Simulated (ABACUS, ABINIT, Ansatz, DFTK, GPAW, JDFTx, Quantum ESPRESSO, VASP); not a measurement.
One calculation of HfN, 10 ways

```xyz
2
Lattice="0.0000 2.2560 2.2560 2.2560 0.0000 2.2560 2.2560 2.2560 0.0000" Properties=species:S:1:pos:R:3 pbc="T T T"
Hf    0.0000    0.0000    0.0000
N     2.2560    2.2560    2.2560
```

Alike in all runs: task single point; functional PBE; k mesh 10 × 10 × 10; occupations fermi-dirac, width 0.05 eV; no spin polarisation; no spin-orbit coupling. Pressure is positive in compression and, in plane waves, holds the error of the finite cutoff, which Ansatz's Pulay term estimates and takes out.

```json
{"program and potentials": "JDFTx, PseudoDojo-SR-PBE-0.5-standard", "plane-wave cutoff (eV)": "1143", "notes": "8.5 valence electrons an atom on average", "band gap (eV)": "no gap", "pressure (GPa)": "5.92"}
{"program and potentials": "Ansatz, Ansatz PAW (earlier soft set)", "plane-wave cutoff (eV)": "420", "notes": "15.5 valence electrons an atom on average; Pulay term of +0.35 GPa included", "band gap (eV)": "no gap", "pressure (GPa)": "6.62"}
{"program and potentials": "ABINIT, JTH PAW PBE v2.0", "plane-wave cutoff (eV)": "707", "notes": "8.5 valence electrons an atom on average", "band gap (eV)": "no gap", "pressure (GPa)": "4.85"}
{"program and potentials": "JDFTx, PseudoDojo-SR-PBE-0.5-standard with smoothed tails", "plane-wave cutoff (eV)": "1143", "notes": "8.5 valence electrons an atom on average", "band gap (eV)": "no gap", "pressure (GPa)": "5.97"}
{"program and potentials": "Quantum ESPRESSO, SSSP 1.3 efficiency PBE", "plane-wave cutoff (eV)": "816", "notes": "8.5 valence electrons an atom on average", "band gap (eV)": "no gap", "pressure (GPa)": "5.78"}
{"program and potentials": "DFTK, PseudoDojo SR PBE 0.4.1 standard (PBE)", "plane-wave cutoff (eV)": "1143", "notes": "8.5 valence electrons an atom on average", "band gap (eV)": "no gap", "pressure (GPa)": "5.97"}
{"program and potentials": "Ansatz, all-electron LAPW, scalar-relativistic", "plane-wave cutoff (eV)": "-", "notes": "-", "band gap (eV)": "no gap", "pressure (GPa)": "6.66"}
{"program and potentials": "GPAW, GPAW PAW data sets (gpaw-data 1.2.1)", "plane-wave cutoff (eV)": "800", "notes": "8.5 valence electrons an atom on average", "band gap (eV)": "no gap", "pressure (GPa)": "6.72"}
{"program and potentials": "ABACUS, PseudoDojo NC SR 0.4.1 PBE standard, plane waves", "plane-wave cutoff (eV)": "1143", "notes": "8.5 valence electrons an atom on average", "band gap (eV)": "no gap", "pressure (GPa)": "5.94"}
{"program and potentials": "VASP, PBE PAW files Hf_pv, N, 520 eV", "plane-wave cutoff (eV)": "520", "notes": "7.5 valence electrons an atom on average", "band gap (eV)": "no gap", "pressure (GPa)": "4.21"}
```

None finds a gap. The pressure spans 4.21 (VASP, PBE PAW files Hf_pv, N, 520 eV) to 6.72 GPa (GPAW, GPAW PAW data sets (gpaw-data 1.2.1)), with all-electron results at 6.66. The pressure on the cell as given of VASP, PBE PAW files Hf_pv, N, 520 eV lies far from the others; the cause wasn't traced.

The functional is the same throughout but for its coding, so the spread measures potentials, basis and numerics; runs on potential files found faulty are left out.
